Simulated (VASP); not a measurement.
# CdSe (Cadmoselite) (P6_3mc) in VASP: notebook

Runs on CdSe (Cadmoselite). Level: r2SCAN. Tasks: single point.

Everything below comes from runs of VASP 6.6.1. Logs are shortened: lines on timing, memory, paths and dates and some standing lists are left out, and cuts for length are marked.

**Experimental background.**

A printed reference work, data compilation reports, for a bulk crystal of CdSe at 2 K: band gap 1.841 eV.

How close the calculation comes is told below.

**1. The cell of the first run**

Symmetry: P6_3mc, No. 186, hexagonal system. Conventional cell: a = 4.212 Å, b = 4.212 Å, c = 6.877 Å, α = 90.00°, β = 90.00°, γ = 120.00°. Cd (site symmetry 3m) has 4 Se at 2.56 to 2.65 Å within 3.4 Å. Within 3.4 Å of Se (site symmetry 3m) lie 4 Cd at 2.56 to 2.65 Å.

**2. Single point, r2SCAN**

POSCAR reads:

```
CdSe
1.0
    4.2122202675      0.0000000000      0.0000000000
   -2.1061101337      3.6478897580      0.0000000000
    0.0000000000      0.0000000000      6.8766944832
Cd Se
2 2
Direct
    0.6666666667      0.3333333333      0.5000000000
    0.3333333333      0.6666666667      0.0000000000
    0.6666666667      0.3333333333      0.8850000000
    0.3333333333      0.6666666667      0.3850000000
```

INCAR.step1 reads:

```
PREC = Accurate
ENCUT = 520
ISMEAR = -1
SIGMA = 0.05
LREAL = F
LASPH = T
NELM = 60
NBANDS = 26
GGA = PE
ALGO = Normal
EDIFF = 1E-4
LWAVE = T
LCHARG = F
```

INCAR.step2 reads:

```
PREC = Accurate
ENCUT = 520
EDIFF = 1E-7
ISMEAR = -1
SIGMA = 0.05
LREAL = F
LASPH = T
NELM = 60
ALGO = Normal
ISIF = 2
LWAVE = F
LCHARG = F
METAGGA = R2SCAN
LMIXTAU = T
NBANDS = 26
ISTART = 1
```

KPOINTS reads:

```
Automatic mesh
0
Gamma
  7 7 4
```

Potentials or basis: VASP PAW PBE potentials, release 64 (Cd, Se).

The run is started by

```
$ cat potpaw_PBE.64/Cd/POTCAR potpaw_PBE.64/Se/POTCAR > POTCAR
$ cp INCAR.step1 INCAR
$ mpirun -np 1 vasp_std > vasp.out
$ cp INCAR.step2 INCAR
$ mpirun -np 1 vasp_std > vasp.out
```

OUTCAR:

```text
PREC = Accurate
   ENCUT = 520
   EDIFF = 1E-7
   ISMEAR = -1
   LREAL = F
   LASPH = T
   NELM = 60
   ISIF = 2
   METAGGA = R2SCAN
   ISTART = 1

 ion  position               nearest neighbor table
   1  0.667  0.333  0.500-   4 2.56   4 2.56   4 2.56   3 2.65
   2  0.333  0.667  0.000-   3 2.56   3 2.56   3 2.56   4 2.65
   3  0.667  0.333  0.885-   2 2.56   2 2.56   2 2.56   1 2.65
   4  0.333  0.667  0.385-   1 2.56   1 2.56   1 2.56   2 2.65

  LATTYP: Found a hexagonal cell.
 ALAT       =     4.2122202675
 C/A-ratio  =     1.6325581395

  Lattice vectors:

 A1 = (   4.2122202675,   0.0000000000,   0.0000000000)
 A2 = (  -2.1061101337,   3.6478897580,   0.0000000000)
 A3 = (   0.0000000000,   0.0000000000,   6.8766944832)

Analysis of symmetry for initial positions (statically):
=====================================================================
 Subroutine PRICEL returns:
 Original cell was already a primitive cell.

 Routine SETGRP: Setting up the symmetry group for a
 hexagonal supercell.

 Subroutine GETGRP returns: Found 12 space group operations
 (whereof  6 operations were pure point group operations)
 out of a pool of 24 trial point group operations.

The static configuration has the point symmetry C_3v.
 The point group associated with its full space group is C_6v.

Analysis of symmetry for dynamics (positions and initial velocities):
=====================================================================
 Subroutine PRICEL returns:
 Original cell was already a primitive cell.

 Routine SETGRP: Setting up the symmetry group for a
 hexagonal supercell.

 Subroutine GETGRP returns: Found 12 space group operations
 (whereof  6 operations were pure point group operations)
 out of a pool of 24 trial point group operations.

The dynamic configuration has the point symmetry C_3v.
 The point group associated with its full space group is C_6v.

 Subroutine INISYM returns: Found 12 space group operations
 (whereof  6 operations are pure point group operations),
 and found     1 'primitive' translations

----------------------------------------------------------------------------------------

                                     Primitive cell

  volume of cell :     105.6653

  direct lattice vectors                    reciprocal lattice vectors
     4.212220268  0.000000000  0.000000000     0.237404489  0.137065546  0.000000000
    -2.106110134  3.647889758  0.000000000     0.000000000  0.274131091  0.000000000
     0.000000000  0.000000000  6.876694483     0.000000000  0.000000000  0.145418704

  length of vectors
     4.212220268  4.212220267  6.876694483     0.274131091  0.274131091  0.145418704

  position of ions in fractional coordinates (direct lattice)
     0.666666667  0.333333333  0.500000000
     0.333333333  0.666666667  0.000000000
     0.666666667  0.333333333  0.885000000
     0.333333333  0.666666667  0.385000000

  ion indices of the primitive-cell ions
   primitive index   ion index
                 1           1
                 2           2
                 3           3
                 4           4

----------------------------------------------------------------------------------------

 KPOINTS: Automatic mesh

Automatic generation of k-mesh.
 Grid dimensions read from file:
 generate k-points for:    7    7    4

 Generating k-lattice:

  Cartesian coordinates                     Fractional coordinates (reciprocal lattice)
     0.033914927  0.019580792  0.000000000     0.142857143  0.000000000  0.000000000
     0.000000000  0.039161584  0.000000000     0.000000000  0.142857143  0.000000000
     0.000000000  0.000000000  0.036354676     0.000000000  0.000000000  0.250000000

  Length of vectors
     0.039161584  0.039161584  0.036354676

  Shift w.r.t. Gamma in fractional coordinates (k-lattice)
     0.000000000  0.000000000  0.000000000

 Subroutine IBZKPT returns following result:
 ===========================================

 Found     24 irreducible k-points:

 Following reciprocal coordinates:
            Coordinates               Weight
  0.000000  0.000000  0.000000      1.000000
  0.142857  0.000000  0.000000      6.000000
  0.285714  0.000000  0.000000      6.000000
  0.428571 -0.000000  0.000000      6.000000
  0.142857  0.142857  0.000000      6.000000
  0.285714  0.142857  0.000000     12.000000
[... 16 lines left out ...]
  0.428571  0.142857  0.500000      6.000000
  0.285714  0.285714  0.500000      6.000000
   k-points           NKPTS =     24   k-points in BZ     NKDIM =     24   number of bands    NBANDS=     26
   number of dos      NEDOS =    301   number of ions     NIONS =      4
   total plane-waves  NPLWV =  55296
   dimension x,y,z NGX =    32 NGY =   32 NGZ =   54
   dimension x,y,z NGXF=    64 NGYF=   64 NGZF=  108
   ions per type =               2   2
   NGX,Y,Z   is equivalent  to a cutoff of  12.63, 12.63, 13.05 a.u.
   NGXF,Y,Z  is equivalent  to a cutoff of  25.26, 25.26, 26.11 a.u.
 SYSTEM =  unknown system
   PREC   = accura    normal or accurate (medium, high low for compatibility)
   ISTART =      1    job   : 0-new  1-cont  2-samecut
   ICHARG =      0    charge: 1-file 2-atom 10-const
   ISPIN  =      1    spin polarized calculation?
   LNONCOLLINEAR =      F non collinear calculations
   LSORBIT =      F    spin-orbit coupling
   LASPH  =      T    aspherical Exc in radial PAW
   ENCUT  =  520.0 eV  38.22 Ry    6.18 a.u.   7.83  7.83 12.79*2*pi/ulx,y,z
   NELM   =     60;   NELMIN=  2; NELMDL=  0     # of ELM steps
   EDIFF  = 0.1E-06   stopping-criterion for ELM
   LREAL  =      F    real-space projection
   EDIFFG = 0.1E-05   stopping-criterion for IOM
   NSW    =      0    number of steps for IOM
   IBRION =     -1    ionic relax: 0-MD 1-quasi-New 2-CG
   NFREE  =      0    steps in history (QN), initial steepest desc. (CG)
   ISIF   =      2    stress and relaxation
   ISYM   =      2    0-nonsym 1-usesym 2-fastsym
   POTIM  = 0.5000    time-step for ionic-motion
   TEBEG  =    0.0;   TEEND  =   0.0 temperature during run
   PSTRESS=    0.0 pullay stress
   NELECT =      36.0000    total number of electrons
   NUPDOWN=      -1.0000    fix difference up-down
   EMIN   =  10.00;   EMAX   =-10.00  energy-range for DOS
   EFERMI =   0.00;   METHOD = LEGACY
   ISMEAR =    -1;   SIGMA  =   0.05  broadening in eV -4-tet -1-fermi 0-gaus
   EFERMI_NEDOS =   21; number of points for ismear=-14 and -15
   IALGO  =     38    algorithm
   IMIX   =      4    mixing-type and parameters
     AMIX     =   0.40;   BMIX     =  1.00
     AMIX_MAG =   1.60;   BMIX_MAG =  1.00
  volume/ion in A,a.u.               =      26.42       178.27
  Fermi-wavevector in a.u.,A,eV,Ry     =   1.143400  2.160713 17.787759  1.307363
  Thomas-Fermi vector in A             =   2.280095
   LORBIT       =      0    0 simple, 1 ext, 2 COOP (PROOUT), +10 PAW based schemes
   METAGGA = R2SCAN    functional components
   LHFCALC =     F    Hartree Fock is set to
   AEXX    =    0.0000 exact exchange contribution
   IVDW    =     0    specifies the selected vdW correction
   LEPSILON=     F    determine dielectric tensor
   LRPA    =     F    only Hartree local field effects (RPA)
 non-spin polarized calculation
  energy-cutoff  :      520.00
  volume of cell :      105.67
 maximum number of plane-waves:      2870
 NGX is ok and might be reduce to    32
   NGX = 15   NGY = 15   NGZ = 25

 number of electron      35.9999996 magnetization

 Free energy of the ion-electron system (eV)
  ---------------------------------------------------
  ext. energy  EPLUGINS =         0.00000000
  ---------------------------------------------------
  free energy    TOTEN  =       -71.63101872 eV

  energy without entropy =      -71.63101868  energy(sigma->0) =      -71.63101870

 E-fermi :   1.8557     XC(G=0):  -9.7259

 val. band max:        1.1616225372   @ k =   0.0000   0.0000   0.0000
 cond. band min:       2.4931529480   @ k =   0.0000   0.0000   0.0000
 fundamental gap:      1.3315304108
 Fermi energy:         1.8556744089

 k-point     1 :       0.0000    0.0000    0.0000
  band No.  band energies     occupation
      1     -12.2521      2.00000
      2     -11.8211      2.00000
      3      -7.2450      2.00000
      4      -7.2450      2.00000
      5      -7.1736      2.00000
      6      -7.1736      2.00000
[... 18 lines left out ...]
     25       8.7625      0.00000
     26       9.5694      0.00000

 k-point     2 :       0.1429    0.0000    0.0000
  band No.  band energies     occupation
      1     -12.1780      2.00000
      2     -11.7854      2.00000
      3      -7.2124      2.00000
      4      -7.2023      2.00000
      5      -7.1412      2.00000
      6      -7.1323      2.00000
[... 18 lines left out ...]
     25       9.0627      0.00000
     26       9.3096      0.00000

 k-point     3 :       0.2857    0.0000    0.0000
  band No.  band energies     occupation
      1     -12.0009      2.00000
      2     -11.7130      2.00000
      3      -7.1465      2.00000
      4      -7.1337      2.00000
      5      -7.0380      2.00000
      6      -7.0117      2.00000
[... 18 lines left out ...]
     25       9.4655      0.00000
     26       9.9183      0.00000

 k-point     4 :       0.4286   -0.0000    0.0000
  band No.  band energies     occupation
      1     -11.8378      2.00000
      2     -11.6739      2.00000
      3      -7.1084      2.00000
      4      -7.1053      2.00000
      5      -6.9635      2.00000
      6      -6.9090      2.00000
[... 18 lines left out ...]
     25       9.7211      0.00000
     26      11.2831      0.00000

 k-point     5 :       0.1429    0.1429    0.0000
  band No.  band energies     occupation
      1     -12.0521      2.00000
      2     -11.7317      2.00000
      3      -7.1677      2.00000
      4      -7.1403      2.00000
      5      -7.0685      2.00000
      6      -7.0546      2.00000
[... 18 lines left out ...]
     25       9.6335      0.00000
     26       9.7267      0.00000

 k-point     6 :       0.2857    0.1429    0.0000
  band No.  band energies     occupation
      1     -11.8783      2.00000
      2     -11.6798      2.00000
      3      -7.1285      2.00000
      4      -7.0838      2.00000
      5      -6.9849      2.00000
      6      -6.9558      2.00000
[... 427 lines left out ...]
 k-point    21 :       0.1429    0.1429    0.5000
  band No.  band energies     occupation
      1     -11.8864      2.00000
      2     -11.8864      2.00000
      3      -7.1255      2.00000
      4      -7.1255      2.00000
      5      -7.0971      2.00000
      6      -7.0971      2.00000
[... 18 lines left out ...]
     25       9.2413      0.00000
     26       9.2413      0.00000

 k-point    22 :       0.2857    0.1429    0.5000
  band No.  band energies     occupation
      1     -11.7709      2.00000
      2     -11.7709      2.00000
      3      -7.0652      2.00000
      4      -7.0652      2.00000
      5      -7.0333      2.00000
      6      -7.0333      2.00000
[... 18 lines left out ...]
     25       9.5496      0.00000
     26       9.5496      0.00000

 k-point    23 :       0.4286    0.1429    0.5000
  band No.  band energies     occupation
      1     -11.7195      2.00000
      2     -11.7195      2.00000
      3      -7.0425      2.00000
      4      -7.0425      2.00000
      5      -7.0215      2.00000
      6      -7.0215      2.00000
[... 18 lines left out ...]
     25      10.3604      0.00000
     26      10.3604      0.00000

 k-point    24 :       0.2857    0.2857    0.5000
  band No.  band energies     occupation
      1     -11.7078      2.00000
      2     -11.7078      2.00000
      3      -7.0306      2.00000
      4      -7.0306      2.00000
      5      -7.0067      2.00000
      6      -7.0067      2.00000
[... 18 lines left out ...]
     25       9.8738      0.00000
     26       9.8738      0.00000

------------------------ aborting loop because EDIFF is reached ----------------------------------------

  FORCE on cell =-STRESS in cart. coord.  units (eV):
  Direction    XX          YY          ZZ          XY          YZ          ZX
  --------------------------------------------------------------------------------------
  -------------------------------------------------------------------------------------
  Total        4.6648043      4.6648043      2.6877485      0.0000000      0.0000000      0.0000000
  in kB       70.7312770     70.7312770     40.7536673      0.0000000      0.0000000      0.0000000
  external PRESSURE =      60.7387404 kB  Pullay stress =       0.0000000 kB

 VOLUME and BASIS-vectors are now :
 -----------------------------------------------------------------------------
  energy-cutoff  :      520.00
  volume of cell :      105.67
      direct lattice vectors                 reciprocal lattice vectors
     4.212220268  0.000000000  0.000000000     0.237404489  0.137065546  0.000000000
    -2.106110134  3.647889758  0.000000000     0.000000000  0.274131091  0.000000000
     0.000000000  0.000000000  6.876694483     0.000000000  0.000000000  0.145418704

 POSITION                                       TOTAL-FORCE (eV/Angst)
 -----------------------------------------------------------------------------------
      2.10611      1.21596      3.43835        -0.000000     -0.000000      0.357944
     -0.00000      2.43193      0.00000         0.000000      0.000000      0.357944
      2.10611      1.21596      6.08587         0.000000      0.000000     -0.357944
     -0.00000      2.43193      2.64753        -0.000000     -0.000000     -0.357944
 -----------------------------------------------------------------------------------
    total drift:                               -0.000000      0.000000      0.003009

  FREE ENERGIE OF THE ION-ELECTRON SYSTEM (eV)
  ---------------------------------------------------
  free  energy   TOTEN  =       -71.6310187210 eV

  energy  without entropy=      -71.6310186775  energy(sigma->0) =      -71.63101870
```

It took 1.8 min on 1 thread of Intel Xeon Platinum 8559C (Emerald Rapids), shared host; peak memory 0.26 GiB.

Results:

| Item | Value |
| --- | --- |
| Free energy | -71.6310 eV |
| Pressure | 6.1 GPa |
| Largest force | 0.358 eV/Å |
| Band gap on the k mesh | 1.33 eV, direct |

Forces in eV/Å, atoms in the order of the input:
```
Cd   0.000  0.000  0.358
Cd   0.000  0.000  0.358
Se   0.000  0.000 -0.358
Se   0.000  0.000 -0.358
```

Stress tensor (GPa, compression positive):
```
7.07 0.00 0.00
0.00 7.07 0.00
0.00 0.00 4.08
```

Caveat: the PAW data sets were made with another functional, which shifts forces and pressure a little.

(Part 1 of 2 ends here.)
